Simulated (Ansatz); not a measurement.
CaSe (CsCl type), relaxed with r2SCAN: 7 runs in Ansatz, each a construction of maximally localised Wannier functions. It is cubic, Pm-3m (No. 221); a = 3.635 Å in the conventional setting, 24.01 Å³ an atom. Ca is surrounded by 8 Se at 3.15 Å; Se is surrounded by 8 Ca at 3.15 Å. The structure was generated, not taken from experiment, and needn't be the ground state; spin polarisation is off.

```
Ca Se
1.0
     3.63478    0.00000    0.00000
     0.00000    3.63478    0.00000
     0.00000    0.00000    3.63478
Ca Se
1 1
Direct
  0.00000 0.00000 0.00000
  0.50000 0.50000 0.50000
```

Windows count from the top of the filled bands; a dash means that no such window was set (without an outer window there is no disentanglement). Rows marked drawn have settings drawn at random (some not listed).

```json
{"functional": "PBE", "SCF mesh": "6×6×6", "trial orbitals": "Se s, Se p", "functions": "4", "mesh": "4×4×4", "window (eV)": "–", "frozen (eV)": "–", "settings": "chosen", "Ω total (Å²)": "7.24", "Ω invariant (Å²)": "6.06", "largest spread (Å²)": "1.83", "least projectability": "0.90", "interpolation miss of the model's filled bands (eV, to the nearest computed level)": "0.195"}
{"functional": "PBE", "SCF mesh": "6×6×6", "trial orbitals": "Se s, Se p", "functions": "4", "mesh": "6×6×6", "window (eV)": "–", "frozen (eV)": "–", "settings": "chosen", "Ω total (Å²)": "7.88", "Ω invariant (Å²)": "6.68", "largest spread (Å²)": "1.98", "least projectability": "0.90", "interpolation miss of the model's filled bands (eV, to the nearest computed level)": "0.085"}
{"functional": "PBE", "SCF mesh": "6×6×6", "trial orbitals": "Se p", "functions": "3", "mesh": "4×4×4", "window (eV)": "–", "frozen (eV)": "–", "settings": "drawn", "Ω total (Å²)": "7.09", "Ω invariant (Å²)": "7.08", "largest spread (Å²)": "2.36", "least projectability": "0.88", "interpolation miss of the model's filled bands (eV, to the nearest computed level)": "0.192"}
{"functional": "r2SCAN", "SCF mesh": "6×6×6", "trial orbitals": "Se s, Se p", "functions": "4", "mesh": "4×4×4", "window (eV)": "–", "frozen (eV)": "–", "settings": "chosen", "Ω total (Å²)": "6.98", "Ω invariant (Å²)": "5.80", "largest spread (Å²)": "1.76", "least projectability": "0.91", "interpolation miss of the model's filled bands (eV, to the nearest computed level)": "0.166"}
{"functional": "r2SCAN", "SCF mesh": "6×6×6", "trial orbitals": "Se p", "functions": "3", "mesh": "4×4×4", "window (eV)": "–", "frozen (eV)": "–", "settings": "chosen", "Ω total (Å²)": "6.85", "Ω invariant (Å²)": "6.84", "largest spread (Å²)": "2.28", "least projectability": "0.89", "interpolation miss of the model's filled bands (eV, to the nearest computed level)": "0.163"}
{"functional": "HSE06", "SCF mesh": "4×4×4", "trial orbitals": "Se s, Se p", "functions": "4", "mesh": "4×4×4", "window (eV)": "–", "frozen (eV)": "–", "settings": "chosen", "Ω total (Å²)": "6.97", "Ω invariant (Å²)": "5.77", "largest spread (Å²)": "1.75", "least projectability": "0.92", "interpolation miss of the model's filled bands (eV, to the nearest computed level)": "–"}
{"functional": "PBE", "SCF mesh": "6×6×6", "trial orbitals": "Se p (plain search)", "functions": "3", "mesh": "4×4×4", "window (eV)": "–", "frozen (eV)": "–", "settings": "drawn", "Ω total (Å²)": "7.09", "Ω invariant (Å²)": "7.08", "largest spread (Å²)": "2.36", "least projectability": "0.88", "interpolation miss of the model's filled bands (eV, to the nearest computed level)": "0.192"}
```

For Se s, Se p with PBE the spread goes 7.24 Å² (4×4×4), 7.88 Å² (6×6×6): finite differences on a coarse mesh understate it.

The runs are scalar-relativistic, without spin-orbit coupling.
